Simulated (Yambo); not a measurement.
# AlN (F-43m) in Yambo: notebook

One crystal, AlN, is run at these levels: PBE; tasks: optical spectrum, optical spectrum by the Bethe-Salpeter equation.

Program: Yambo 5.3.0. These are calculated values, not measurements. Logs are shortened: lines on timing, memory, paths and dates and some standing lists are left out, and cuts for length are marked.

**1. Starting point**

Symmetry: F-43m, No. 216, cubic system. Conventional cell: a = 4.368 Å, b = 4.368 Å, c = 4.368 Å, α = 90.00°, β = 90.00°, γ = 90.00°. Around Al (site symmetry -43m) lie 4 N at 1.89 Å. Around N (site symmetry -43m) lie 4 Al at 1.89 Å.

Measurements of this composition are mostly on another form, of space group No. 186.

**2. Optical spectrum, PBE**

Input file optics1.in:

```
optics
chi
Chimod= "HARTREE"
% BndsRnXd
 1 | 29 |
%
NGsBlkXd= 3 Ry
% LongDrXd
 1 | 0 | 0 |
%
% QpntsRXd
 1 | 1 |
%
% EnRngeXd
 0 | 20 | eV
%
% DmRngeXd
 0.1 | 0.1 | eV
%
ETStpsXd= 200
```

Input file scf.in:

```
&CONTROL
  calculation = 'scf'
  prefix = 'pwscf'
  outdir = './tmp'
  pseudo_dir = './pseudo'
/
&SYSTEM
  ibrav = 0
  nat = 2
  ntyp = 2
  ecutwfc = 84
  nbnd = 9
  occupations = 'smearing'
  smearing = 'fd'
  degauss = 0.00367493
  force_symmorphic = .true.
/
&ELECTRONS
  conv_thr = 4d-10
  electron_maxstep = 120
  mixing_beta = 0.5
/
ATOMIC_SPECIES
Al    26.9815 Al.upf
N     14.0070 N.upf
CELL_PARAMETERS angstrom
   0.0000000000    2.1839935596    2.1839935596
   2.1839935596    0.0000000000    2.1839935596
   2.1839935596    2.1839935596    0.0000000000
ATOMIC_POSITIONS crystal
Al     0.0000000000    0.0000000000    0.0000000000
N      0.2500000000    0.2500000000    0.2500000000
K_POINTS automatic
10 10 10 0 0 0
```

Input file nscf.in:

```
&CONTROL
  calculation = 'nscf'
  prefix = 'pwscf'
  outdir = './tmp'
  pseudo_dir = './pseudo'
/
&SYSTEM
  ibrav = 0
  nat = 2
  ntyp = 2
  ecutwfc = 84
  nbnd = 124
  occupations = 'fixed'
  force_symmorphic = .true.
/
&ELECTRONS
  conv_thr = 1d-08
  diago_full_acc = .true.
  diago_thr_init = 1d-06
/
ATOMIC_SPECIES
Al    26.9815 Al.upf
N     14.0070 N.upf
CELL_PARAMETERS angstrom
   0.0000000000    2.1839935596    2.1839935596
   2.1839935596    0.0000000000    2.1839935596
   2.1839935596    2.1839935596    0.0000000000
ATOMIC_POSITIONS crystal
Al     0.0000000000    0.0000000000    0.0000000000
N      0.2500000000    0.2500000000    0.2500000000
K_POINTS automatic
6 6 6 0 0 0
```

Potentials or basis: PseudoDojo 0.4 SR PBE stringent.

Run with:

```sh
$ OMP_NUM_THREADS=1 pw.x -in scf.in > scf.out
$ OMP_NUM_THREADS=1 pw.x -in nscf.in > nscf.out
$ cd tmp/pwscf.save; p2y; mv SAVE ../..; cd ../..
$ OMP_NUM_THREADS=1 yambo
$ OMP_NUM_THREADS=1 yambo -F optics1.in -J optics1 -C optics1_out
```

Yambo's report:

```text
[... sections 02.01 to 02.04 as in the set-up run ...]

  [02.05] Energies & Occupations
  ==============================

  [X] === General ===
  [X] Electronic Temperature                        :  0.000000  0.000000 [eV K]
  [X] Bosonic    Temperature                        :  0.000000  0.000000 [eV K]
  [X] Finite Temperature mode                       : no
  [X] El. density                                   :  0.38398E+24 [cm-3]
  [X] Fermi Level                                   :  6.956700 [eV]

  [X] === Gaps and Widths ===
  [X] Conduction Band Min                           :  3.324599 [eV]
  [X] Valence Band Max                              :  0.000000 [eV]
  [X] Filled Bands                                  :   4
  [X] Empty Bands                                   :    5  124
  [X] Direct Gap                                    :  4.192196 [eV]
  [X] Direct Gap localized at k                     :  1
  [X] Indirect Gap                                  :  3.324599 [eV]
  [X] Indirect Gap between kpts                     :   1  13
  [X] Last valence band width                       :  2.503632 [eV]
  [X] 1st conduction band width                     :  4.658763 [eV]

 [03] Transferred momenta grid and indexing
 ==========================================

 IBZ Q-points                                      :  16
 BZ  Q-points                                      :  216

 K/Q-points units:
 rlu = crystal or reduced units; cc = cartesian coordinates; iku = interal k-units

 Q [ 1]         [rlu]:  0.000000  0.000000  0.000000
 Q [ 2]         [rlu]:  0.37242E-17  0.37242E-17  0.16667
 Q [ 3]         [rlu]:  0.74483E-17  0.74483E-17  0.33333
 Q [ 4]         [rlu]:  0.10596E-16  0.10596E-16 -0.50000
 Q [ 5]         [rlu]:  0.11424E-17  0.16667      0.16667
 Q [ 6]         [rlu]:  0.37242E-17  0.16667      0.33333
 Q [ 7]         [rlu]:  0.16156E-16  0.16667      0.50000
 Q [ 8]         [rlu]:  0.10596E-16  0.16667     -0.33333
 Q [ 9]         [rlu]: -0.74483E-17  0.16667     -0.16667
 Q [10]         [rlu]:  0.22848E-17  0.33333      0.33333
 Q [11]         [rlu]:  0.80778E-17  0.33333      0.50000
 Q [12]         [rlu]:  0.25179E-17  0.33333     -0.33333
 Q [13]         [rlu]: -0.39890E-16 -0.50000     -0.50000
 Q [14]         [rlu]:  0.166667  0.333333  0.500000
 Q [15]         [rlu]:  0.166667  0.333333 -0.333333
 Q [16]         [rlu]:  0.166667 -0.500000 -0.333333

 [WARNING] [Xd] User bands 1-29 break level degeneracy

 [04] Dipoles
 ============

  [04.01] Setup: observables and procedures
  =========================================

  [WF-Oscillators/G space/Transverse up loader] Normalization (few states)  min/max  :  0.59286E-16   1.0000

  [WR./optics1//ndb.dipoles]------------------------------------------------------
   Brillouin Zone Q/K grids (IBZ/BZ)                :   16  216   16  216
   RL vectors                                       :  2421 [WF]
   Fragmentation                                    : yes
   Electronic Temperature                           :  0.000000 [K]
   Bosonic    Temperature                           :  0.000000 [K]
   DIP band range                                   :   1  29
   DIP band range limits                            :   4   5
   DIP e/h energy range                             : -1.000000 -1.000000 [eV]
   RL vectors in the sum                            :  2421
   [r,Vnl] included                                 : yes
   Bands ordered                                    : yes
   Direct v evaluation                              : no
   Approach used                                    : G-space v
   Dipoles computed                                 : R V P [G-space]
   Wavefunctions                                    : Perdew, Burke & Ernzerhof(X)+Perdew, Burke & Ernzerhof(C)

  [WARNING] [r,Vnl^pseudo] included in position and velocity dipoles.

  [WARNING] In case H contains other non local terms, these are neglected

 [05] Optics
 ===========

 [X-CG] R(p) Tot o/o(of R):   1253  21600    100
```

Wall time 40 s (1 thread of Arm Neoverse V2, shared host); peak memory 0.29 GiB.

What came out:

| Property | Result |
| --- | --- |
| Band gap on the k mesh, mean-field level | 3.32 eV, indirect (least direct gap 4.19 eV) |
| Electronic dielectric constant along the field | 4.43 |
| Electronic dielectric constant along the field, independent particles | 4.78 |

Dielectric function (along the field direction of the input):
```tsv
energy (eV)	real part	imaginary part
0.30	4.44	0.04
1.31	4.53	0.04
2.31	4.77	0.06
3.32	5.29	0.10
4.42	5.38	0.52
5.43	7.60	1.02
6.43	1.14	5.45
7.54	2.10	10.27
8.54	0.64	1.92
9.55	-0.53	4.71
10.65	4.41	3.12
11.66	3.74	5.64
12.66	0.03	3.80
13.77	0.50	4.10
14.77	-1.96	3.95
15.78	-0.80	1.98
16.88	-0.72	1.06
17.89	-0.13	1.52
18.89	-0.60	0.46
20.00	0.00	0.26
```

Caveat: spectra need much finer meshes, so this one isn't converged; these spectra lack excitons.

**3. Optical spectrum by the Bethe-Salpeter equation, PBE**

Input file bse2.in:

```
optics
bse
bss
rim_cut
em1s
RandQpts= 1000000
RandGvec= 50 RL
Chimod= "HARTREE"
% BndsRnXs
 1 | 29 |
%
NGsBlkXs= 5 Ry
% LongDrXs
 1 | 0 | 0 |
%
BSKmod= "SEX"
BSEmod= "retarded"
BSSmod= "d"
% BSEQptR
 1 | 1 |
%
% BSEBands
 3 | 6 |
%
BSENGexx= 20 Ry
BSENGBlk= 5 Ry
% BEnRange
 0 | 20 | eV
%
% BDmRange
 0.1 | 0.1 | eV
%
BEnSteps= 200
% BLongDir
 1 | 0 | 0 |
%
BSEprop= "abs"
WRbsWF
% KfnQP_E
 1.45 | 1.0 | 1.0 |
%
```

scf.in is that of step 2.

nscf.in is that of step 2.

Potentials or basis: PseudoDojo 0.4 SR PBE stringent.

Run with:

```sh
$ OMP_NUM_THREADS=1 pw.x -in scf.in > scf.out
$ OMP_NUM_THREADS=1 pw.x -in nscf.in > nscf.out
$ cd tmp/pwscf.save; p2y; mv SAVE ../..; cd ../..
$ OMP_NUM_THREADS=1 yambo
$ mkdir -p bse2; ln -s $PWD/g0w00/ndb.RIM bse2/
$ OMP_NUM_THREADS=1 yambo -F bse2.in -J bse2 -C bse2_out
$ OMP_NUM_THREADS=1 ypp -J bse2 -C bse2_out -e s -b 1
```

Yambo's report:

```text
[... sections 02.01 to 02.04 as in the set-up run ...]

  [02.05] Energies & Occupations
  ==============================

  [X] === General ===
  [X] Electronic Temperature                        :  0.000000  0.000000 [eV K]
  [X] Bosonic    Temperature                        :  0.000000  0.000000 [eV K]
  [X] Finite Temperature mode                       : no
  [X] El. density                                   :  0.38398E+24 [cm-3]
  [X] Fermi Level                                   :  6.956700 [eV]

  [X] === Gaps and Widths ===
  [X] Conduction Band Min                           :  3.324599 [eV]
  [X] Valence Band Max                              :  0.000000 [eV]
  [X] Filled Bands                                  :   4
  [X] Empty Bands                                   :    5  124
  [X] Direct Gap                                    :  4.192196 [eV]
  [X] Direct Gap localized at k                     :  1
  [X] Indirect Gap                                  :  3.324599 [eV]
  [X] Indirect Gap between kpts                     :   1  13
  [X] Last valence band width                       :  2.503632 [eV]
  [X] 1st conduction band width                     :  4.658763 [eV]

 [03] Transferred momenta grid and indexing
 ==========================================

 [BZ sampling] Q-grid is User defined and/or read from the database

 IBZ Q-points                                      :  16
 BZ  Q-points                                      :  216

 K/Q-points units:
 rlu = crystal or reduced units; cc = cartesian coordinates; iku = interal k-units

 Q [ 1]         [rlu]:  0.000000  0.000000  0.000000
 Q [ 2]         [rlu]:  0.37242E-17  0.37242E-17  0.16667
 Q [ 3]         [rlu]:  0.74483E-17  0.74483E-17  0.33333
 Q [ 4]         [rlu]:  0.10596E-16  0.10596E-16 -0.50000
 Q [ 5]         [rlu]:  0.11424E-17  0.16667      0.16667
 Q [ 6]         [rlu]:  0.37242E-17  0.16667      0.33333
 Q [ 7]         [rlu]:  0.16156E-16  0.16667      0.50000
 Q [ 8]         [rlu]:  0.10596E-16  0.16667     -0.33333
 Q [ 9]         [rlu]: -0.74483E-17  0.16667     -0.16667
 Q [10]         [rlu]:  0.22848E-17  0.33333      0.33333
 Q [11]         [rlu]:  0.80778E-17  0.33333      0.50000
 Q [12]         [rlu]:  0.25179E-17  0.33333     -0.33333
 Q [13]         [rlu]: -0.39890E-16 -0.50000     -0.50000
[... 231 lines left out ...]
     [K] Exchange                                     : yes [res]
     [K] Correlation                                  : yes [res]
     [K] Kernel`s coupling                            : no
     [K] Exchange                                     : no [cpl]
     [K] Correlation                                  : no [cpl]
     [K] W interaction is bare                        : no
     [K] ALDA kernel in R-space                       : no
     [K] RL vectors                                   :  229 [exchange]
     [K] RL vectors                                   :   51 [correlation]
     [K] E/h energy range                             : -1.000000 -1.000000 [eV]
     [K] Coupling range                               :  100.0000  100.0000 [o/o]
     [W] Interaction is diagonal                      : no
     [W] Matrix size                                  :   51
     [W] Bands                                        :   1  29
     [W] e/h energy range                             : -1.000000 -1.000000 [eV]
     [W] Poles                                        :  100.0000 [o/o]
     [W] RL vectors in the sum                        :  2421
     [W] [r,Vnl] included                             : yes
     [W] Field direction                              :  0.100000E-4   0.00000      0.00000
     [W] Coulomb Cutoff                               : none
     [W] Hxc Kernel                                   : HARTREE
     [RIM] RL components                              :   51 [col]
     [RIM] Random points                              :  1000000 [col]
     [SOC] Perturbative SOC                           : no
     [K] Kernel long-range exchange                   : BAR

    [08.01.05.03] Wave-Function Phases
    ==================================

    [BSE] WF phases found       :  67.41536 [o/o]

   [08.01.06] BSE solver(s) @q1
   ============================

   [08.01.07] Diago Solver @q1
   ===========================

   [WR./bse2//ndb.BS_diago_Q1]-----------------------------------------------------
    BS kernel          energies                      : Perdew, Burke & Ernzerhof(X)+Perdew, Burke & Ernzerhof(C)+ user defined corrections @E
    [K] Identifier                                   :   4401
    [K] Dimension                                    :   864
    [K] Bands                                        :   3   6
    [K] Exchange                                     : yes [res]
    [K] Correlation                                  : yes [res]
    [K] Kernel`s coupling                            : no
    [K] Exchange                                     : no [cpl]
    [K] Correlation                                  : no [cpl]
    [K] W interaction is bare                        : no
    [K] ALDA kernel in R-space                       : no
    [K] RL vectors                                   :  229 [exchange]
    [K] RL vectors                                   :   51 [correlation]
    [K] E/h energy range                             : -1.000000 -1.000000 [eV]
    [K] Coupling range                               :  100.0000  100.0000 [o/o]
    [W] Interaction is diagonal                      : no
    [W] Matrix size                                  :   51
    [W] Bands                                        :   1  29
    [W] e/h energy range                             : -1.000000 -1.000000 [eV]
    [W] Poles                                        :  100.0000 [o/o]
    [W] RL vectors in the sum                        :  2421
    [W] [r,Vnl] included                             : yes
    [W] Field direction                              :  0.100000E-4   0.00000      0.00000
    [W] Coulomb Cutoff                               : none
    [W] Hxc Kernel                                   : HARTREE
    [RIM] RL components                              :   51 [col]
    [RIM] Random points                              :  1000000 [col]
    [SOC] Perturbative SOC                           : no
    [K] Kernel long-range exchange                   : BAR
    [BSS] Eigenstates included                       : yes
    [BSS] Field direction                            :  0.100000E-4   0.00000      0.00000
    [BSS] Eigenstates computed                       :   864
    [BSS] Number of BSE matrices                     :  1
```

It took 67 s on 1 thread of Arm Neoverse V2, shared host; peak memory 0.29 GiB.

What came out:

| Property | Result |
| --- | --- |
| Band gap on the k mesh, mean-field level | 3.32 eV, indirect (least direct gap 4.19 eV) |
| Exciton binding energy | 0.50 eV |
| Lowest exciton energy | 5.14 eV |
| Lowest bright exciton energy | 5.14 eV |

Dielectric function (along the field direction of the input):
```tsv
energy (eV)	real part	imaginary part
0.30	3.78	0.00
1.31	3.87	0.01
2.31	4.08	0.03
3.32	4.49	0.06
4.42	5.53	0.16
5.43	6.90	0.70
6.43	13.40	7.92
7.54	1.45	1.98
8.54	-2.41	3.59
9.55	0.04	1.38
10.65	-0.46	1.77
11.66	-0.20	4.74
12.66	-2.58	2.17
13.77	-1.15	0.72
14.77	-0.68	0.06
15.78	-0.27	0.03
16.88	0.00	0.02
17.89	0.16	0.01
18.89	0.28	0.01
20.00	0.38	0.01
```

Lowest exciton energies (eV): 5.14, 5.14, 6.02, 6.02, 6.02, 6.03, 6.03, 6.04

Excitons:
```
energy (eV)  strength (relative to the strongest)
      5.142                                 0.066
      5.143                                   0.1
      6.021                               1.8e-06
      6.021                               1.2e-07
      6.022                               6.8e-07
      6.034                                 0.099
      6.034                                  0.58
      6.035                                 0.023
      6.545                                   0.7
      6.559                                  0.32
      6.560                                  0.33
      6.661                               4.8e-09
```

Caveat: the scissor is the correction of the direct gap in an earlier G0W0 run on the same states; exciton energies and binding change strongly with the k mesh and aren't converged on this one; spectra need much finer meshes, so this one isn't converged. A k mesh can miss the band edges.
